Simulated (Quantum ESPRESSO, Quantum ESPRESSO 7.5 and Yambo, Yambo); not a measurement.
**SiC (F-43m): G0W0 with Yambo, start to end**

How does a plane-wave GW calculation on SiC (F-43m) run from the first input to the gap?

Calculated with Quantum ESPRESSO 7.5 and Yambo 5.3.0; PBE and many-body steps on it, plane waves.

**What was measured.**

- Gap 2.4 eV: Tauc optical (indirect) gap of annealed polycrystalline 3C-SiC; UV-VIS spectroscopic ellipsometry, Tauc analysis; film (CVD ultrathin polycrystalline film, annealed, about 5 nm grains) (“On-Demand CMOS-Compatible Fabrication of Ultrathin Self-Aligned SiC Nanowire Arrays”, 2018, pmc:6267454).

- Gap 2.39 eV: band gap at cryogenic temperature; bulk crystal (literature value) (quoted in “Silicon carbide diodes for neutron detection”, 2020, arxiv:2009.14696).

Report form: the programs' logs are mostly left out.

### Step 1. The structure

Symmetry: F-43m, No. 216, cubic system. Conventional cell: a = 4.358 Å, b = 4.358 Å, c = 4.358 Å, α = 90.00°, β = 90.00°, γ = 90.00°. Nearest to Si lie 4 C at 1.89 Å. Nearest to C lie 4 Si at 1.89 Å. Farther neighbours are not listed.

The cell and positions come from the Crystallography Open Database and are kept as given unless a step says otherwise.

### Step 2. Ground state

This step: Quantum ESPRESSO 7.5; DFT, PBE, plane waves, norm-conserving pseudopotentials.

The ground-state density comes first.

The input, pw.in:

```
&control
  calculation = 'scf'
  prefix = 'x'
  outdir = 'o'
  pseudo_dir = 'pseudo'
/
&system
  ibrav = 0
  nat = 2
  ntyp = 2
  ecutwfc = 74.0
  nbnd = 9
  force_symmorphic = .true.
/
&electrons
  conv_thr = 1e-10
  electron_maxstep = 80
  mixing_beta = 0.5
/
ATOMIC_SPECIES
  Si 28.085 Si.upf
  C 12.011 C.upf
CELL_PARAMETERS angstrom
  -0.0000000000 2.1790000000 2.1790000000
  2.1790000000 -0.0000000000 2.1790000000
  2.1790000000 2.1790000000 -0.0000000000
ATOMIC_POSITIONS crystal
  Si 0.0000000000 0.0000000000 0.0000000000
  C 0.2500000000 0.2500000000 0.2500000000
K_POINTS automatic
  8 8 8 0 0 0
```

Run with:

```
$ OMP_NUM_THREADS=1 mpirun -n 8 pw.x -nk 8 -in pw.in > pw.out
```

Elapsed: 1.6 s, on 8 MPI ranks of Arm Neoverse V1, shared host; peak memory 0.05 GiB; 12 s of CPU time.

Numbers from this step:

```
total energy               : -279.4575 eV
gap                        : 1.361 eV
k of the valence top       : 0, 0, 0
k of the conduction bottom : 0, -0.5, -0.5
least direct gap           : 4.553 eV
```

The gap is indirect, with the least direct gap 3.19 eV higher.

### Step 3. Bands along the symmetry lines

The cheap functional maps the bands first; the places of the edges decide which points the dearer methods must see.

The input, pw.in:

```
&control
  calculation = 'bands'
  prefix = 'x'
  outdir = 'o'
  pseudo_dir = 'pseudo'
/
&system
  ibrav = 0
  nat = 2
  ntyp = 2
  ecutwfc = 74.0
  nbnd = 10
  force_symmorphic = .true.
/
&electrons
  conv_thr = 1e-9
  electron_maxstep = 80
  diago_full_acc = .true.
  diago_thr_init = 5e-6
/
ATOMIC_SPECIES
  Si 28.085 Si.upf
  C 12.011 C.upf
CELL_PARAMETERS angstrom
  -0.0000000000 2.1790000000 2.1790000000
  2.1790000000 -0.0000000000 2.1790000000
  2.1790000000 2.1790000000 -0.0000000000
ATOMIC_POSITIONS crystal
  Si 0.0000000000 0.0000000000 0.0000000000
  C 0.2500000000 0.2500000000 0.2500000000
K_POINTS crystal
  50
  0.00000000 0.00000000 0.00000000 1
  -0.06250000 -0.06250000 0.00000000 1
  -0.12500000 -0.12500000 0.00000000 1
  -0.18750000 -0.18750000 0.00000000 1
  -0.25000000 -0.25000000 0.00000000 1
  -0.31250000 -0.31250000 0.00000000 1
  -0.37500000 -0.37500000 0.00000000 1
  -0.43750000 -0.43750000 0.00000000 1
  -0.50000000 -0.50000000 0.00000000 1
  -0.48437500 -0.48437500 0.03125000 1
  -0.46875000 -0.46875000 0.06250000 1
  -0.45312500 -0.45312500 0.09375000 1
  -0.43750000 -0.43750000 0.12500000 1
  -0.42187500 -0.42187500 0.15625000 1
  -0.40625000 -0.40625000 0.18750000 1
  -0.39062500 -0.39062500 0.21875000 1
  -0.37500000 -0.37500000 0.25000000 1
  -0.37500000 0.00000000 0.37500000 1
  -0.32812500 0.00000000 0.32812500 1
  -0.28125000 0.00000000 0.28125000 1
  -0.23437500 0.00000000 0.23437500 1
  -0.18750000 0.00000000 0.18750000 1
  -0.14062500 0.00000000 0.14062500 1
  -0.09375000 0.00000000 0.09375000 1
  -0.04687500 0.00000000 0.04687500 1
  0.00000000 0.00000000 0.00000000 1
  0.00000000 0.00000000 0.06250000 1
  0.00000000 0.00000000 0.12500000 1
  0.00000000 0.00000000 0.18750000 1
  0.00000000 0.00000000 0.25000000 1
  0.00000000 0.00000000 0.31250000 1
  0.00000000 0.00000000 0.37500000 1
  0.00000000 0.00000000 0.43750000 1
  0.00000000 0.00000000 0.50000000 1
  -0.06250000 -0.03125000 0.46875000 1
  -0.12500000 -0.06250000 0.43750000 1
  -0.18750000 -0.09375000 0.40625000 1
  -0.25000000 -0.12500000 0.37500000 1
  -0.31250000 -0.15625000 0.34375000 1
  -0.37500000 -0.18750000 0.31250000 1
  -0.43750000 -0.21875000 0.28125000 1
  -0.50000000 -0.25000000 0.25000000 1
  -0.50000000 -0.28125000 0.21875000 1
  -0.50000000 -0.31250000 0.18750000 1
  -0.50000000 -0.34375000 0.15625000 1
  -0.50000000 -0.37500000 0.12500000 1
  -0.50000000 -0.40625000 0.09375000 1
  -0.50000000 -0.43750000 0.06250000 1
  -0.50000000 -0.46875000 0.03125000 1
  -0.50000000 -0.50000000 0.00000000 1
```

The job ended after 1.3 s (8 MPI ranks; peak memory 0.05 GiB; 9.6 s of CPU time).

This step gave:

```yaml
gap: 1.361 eV
k_of_the_valence_top: 0, 0, 0
k_of_the_conduction_bottom: -0.5, -0.5, 0
least_direct_gap: 4.553 eV
```

The gap is 1.361 eV, as in the run before at this level.

The electronic bands at the labelled points (eV, zero at the top of the highest filled band; v1 is the highest filled band, c1 the lowest empty one):

| point | v4 | v3 | v2 | v1 | c1 | c2 | c3 | c4 |
| --- | --- | --- | --- | --- | --- | --- | --- | --- |
| Γ | -15.41 | 0.00 | 0.00 | 0.00 | 6.22 | 7.31 | 7.31 | 7.31 |
| halfway | -13.81 | -3.35 | -1.94 | -1.94 | 4.06 | 6.35 | 10.58 | 10.58 |
| X | -10.39 | -7.80 | -3.19 | -3.19 | 1.36 | 4.33 | 14.00 | 14.00 |
| halfway | -10.34 | -7.64 | -4.23 | -3.04 | 2.10 | 5.31 | 13.33 | 13.54 |
| U | -10.39 | -7.28 | -5.55 | -2.60 | 3.11 | 7.78 | 11.84 | 12.45 |
| jump to K | -10.39 | -7.28 | -5.55 | -2.60 | 3.11 | 7.78 | 11.84 | 12.45 |
| halfway | -13.64 | -4.48 | -2.93 | -0.54 | 6.77 | 7.84 | 8.25 | 9.05 |
| Γ | -15.41 | 0.00 | 0.00 | 0.00 | 6.22 | 7.31 | 7.31 | 7.31 |
| halfway | -14.21 | -4.30 | -0.61 | -0.61 | 5.99 | 7.91 | 7.91 | 9.35 |
| L | -11.84 | -8.54 | -1.05 | -1.05 | 5.43 | 7.23 | 7.23 | 10.05 |
| halfway | -11.20 | -7.83 | -3.71 | -2.26 | 5.25 | 7.28 | 10.15 | 11.00 |
| W | -10.16 | -7.03 | -4.99 | -4.69 | 5.21 | 9.44 | 9.45 | 9.79 |
| halfway | -10.28 | -7.49 | -4.07 | -4.05 | 3.06 | 6.02 | 11.94 | 13.32 |
| X | -10.39 | -7.80 | -3.19 | -3.19 | 1.36 | 4.33 | 14.00 | 14.00 |

### Step 4. Empty states on the mesh, 8×8×8 mesh, 248 bands

The sums over transitions need many empty states on a uniform mesh; this step solves for them.

The input, pw.in:

```
&control
  calculation = 'nscf'
  prefix = 'x'
  outdir = 'o'
  pseudo_dir = 'pseudo'
/
&system
  ibrav = 0
  nat = 2
  ntyp = 2
  ecutwfc = 74.0
  nbnd = 248
  force_symmorphic = .true.
/
&electrons
  conv_thr = 1e-9
  electron_maxstep = 80
  diago_full_acc = .true.
  diago_thr_init = 5e-6
/
ATOMIC_SPECIES
  Si 28.085 Si.upf
  C 12.011 C.upf
CELL_PARAMETERS angstrom
  -0.0000000000 2.1790000000 2.1790000000
  2.1790000000 -0.0000000000 2.1790000000
  2.1790000000 2.1790000000 -0.0000000000
ATOMIC_POSITIONS crystal
  Si 0.0000000000 0.0000000000 0.0000000000
  C 0.2500000000 0.2500000000 0.2500000000
K_POINTS automatic
  8 8 8 0 0 0
```

Run with:

```
$ OMP_NUM_THREADS=1 mpirun -n 8 pw.x -nk 4 -in pw.in > pw.out
```

Elapsed: 26 s, on 8 MPI ranks; peak memory 0.53 GiB; 3.5 min of CPU time.

This step gave:

```
gap                                                           : 1.361 eV
k of the valence top                                          : 0, 0, 0
k of the conduction bottom                                    : 0, -0.5, -0.5
least direct gap                                              : 4.553 eV
k points computed                                             : 29
lowest point of the top converged band, above the valence top : 271.4251 eV
```

On this mesh the gap is 1.361 eV.

### Step 5. Conversion and set-up

This step: Yambo 5.3.0; conversion and set-up on PBE, plane waves, norm-conserving pseudopotentials.

The states are converted to the many-body program's format and the q mesh is built.

Run with:

```
$ (cd o/x.save; p2y > p2y.log; mv SAVE ../..); yambo > setup.log
```

Wall time 2.5 s (1 MPI rank); peak memory 0.24 GiB.

### Step 6. Screening and self-energy, 8×8×8 mesh, 248 bands, screening to 353.7 eV

Now the one-shot GW correction: screening in the RPA, then the self-energy of the levels asked for.

This step: G0W0 on PBE, plane waves, norm-conserving pseudopotentials.

The input, gw3.in:

```
HF_and_locXC
gw0
dyson
ppa
em1d
rim_cut
RandQpts= 1000000
RandGvec= 1 RL
EXXRLvcs= 74 Ry
VXCRLvcs= 296 Ry
Chimod= "HARTREE"
% BndsRnXp
 1 | 248 |
%
NGsBlkXp= 26 Ry
% LongDrXp
 1 | 1 | 1 |
%
% GbndRnge
 1 | 248 |
%
DysSolver= "n"
ExtendOut
PPAPntXp= 27.21138 eV
% QPkrange
 1 | 1 | 3 | 6 |
 21 | 21 | 3 | 6 |
%
```

Run with:

```
$ OMP_NUM_THREADS=1 mpirun -n 8 yambo -F gw3.in -J gw3 -C gw3 > gw3.log
```

It took 25 min on 8 MPI ranks; peak memory 4.6 GiB; 3.3 h of CPU time.

Numbers from this step:

```
G0W0 gap on the points computed              : 2.177 eV
starting gap on the mesh                     : 1.361 eV
k of the valence top                         : 0, 0, 0
k of the conduction bottom                   : 0, -0.5, -0.5
least direct G0W0 gap on the computed points : 5.644 eV
Z at the valence top                         : 0.7952
Z at the conduction bottom                   : 0.8228
```

The gap on the mesh goes from 1.36 eV to 2.18 eV, a correction of +0.82 eV.

Limits: finite bands, cutoff and mesh. v1 is the top filled band, c1 the lowest empty one. The levels before and after the correction (eV, zero at the valence-band top of each column):

|  | conduction bottom | valence top |
| --- | --- | --- |
| Kohn-Sham | 1.36 | 0.00 |
| G0W0 | 2.18 | 0.00 |

|  | level | energy (eV) |
| --- | --- | --- |
| Kohn-Sham | Γ v2-v1 | 0.000 |
| Kohn-Sham | Γ c1 | 6.223 |
| Kohn-Sham | Γ c2 | 7.311 |
| Kohn-Sham | (0 -0.5 -0.5) v2-v1 | -3.192 |
| Kohn-Sham | (0 -0.5 -0.5) c1 | 1.361 |
| Kohn-Sham | (0 -0.5 -0.5) c2 | 4.333 |
| G0W0 | Γ v2-v1 | 0.000 |
| G0W0 | Γ c1 | 7.159 |
| G0W0 | Γ c2 | 8.288 |
| G0W0 | (0 -0.5 -0.5) v2-v1 | -3.467 |
| G0W0 | (0 -0.5 -0.5) c1 | 2.177 |
| G0W0 | (0 -0.5 -0.5) c2 | 5.320 |

### Step 7. Where the time went

Times are wall times on the hardware named with each run, good to a factor of about two.

| step | time | share | memory (GiB) |
| --- | --- | --- | --- |
| ground state | 1.6 s | 0 % | 0.05 |
| bands along the symmetry lines | 1.3 s | 0 % | 0.05 |
| empty states on the mesh | 26 s | 2 % | 0.53 |
| conversion and set-up | 2.5 s | 0 % | 0.24 |
| screening and self-energy | 25 min | 98 % | 4.6 |

### Step 8. What came out

| Quantity | Value |
| --- | --- |
| PBE gap | 1.36 eV, indirect |
| G0W0 gap on the mesh | 2.18 eV |
| GW settings | 8×8×8 mesh, 248 bands, screening to 353.7 eV, Godby-Needs plasmon pole |
| known limits | not at the basis limit |

**Reading.** G0W0 moves the gap on the mesh from 1.36 eV to 2.18 eV (+0.82 eV), with Z of 0.80 and 0.82 at the edges. Only 2 of the mesh's irreducible points were corrected, so a valley elsewhere could overtake. The dearest step here is «screening and self-energy». Against experiment, by G0W0@PBE: the gap of 2.18 eV lies −0.22 eV from the measured 2.4 eV (indirect, 2018); the gap of 2.18 eV lies −0.21 eV from the measured 2.39 eV (kind not stated, quoted 2020). The calculation has static nuclei and no excitons; a measured gap holds zero-point and thermal motion, which mostly lowers it. Bands and cutoff are finite, so the gap is not at the basis limit. The miss can reach some tenths of an eV and take either sign; the mesh is an error of its own. In the G0W0 run levels were corrected at 2 k points alone, so a gap called «on the mesh» is the least over those, and an edge elsewhere would be missed.

[Paths, hosts, dates, memory and timing lines, banners, echoed tables and standing remarks are left out of the program output.]

[Logs are printed without paths, hosts, clocks, repeated set-up lines and the standing remarks that a program may print on its own settings, such as how far it seeks lower states.]

[Runs of the session that timed out or met a known fault of the program may be left out.]

[Hosts, paths, dates, database ids (printed as entryN), source tags and the programs' standing remarks are cut or masked in the printed files.]
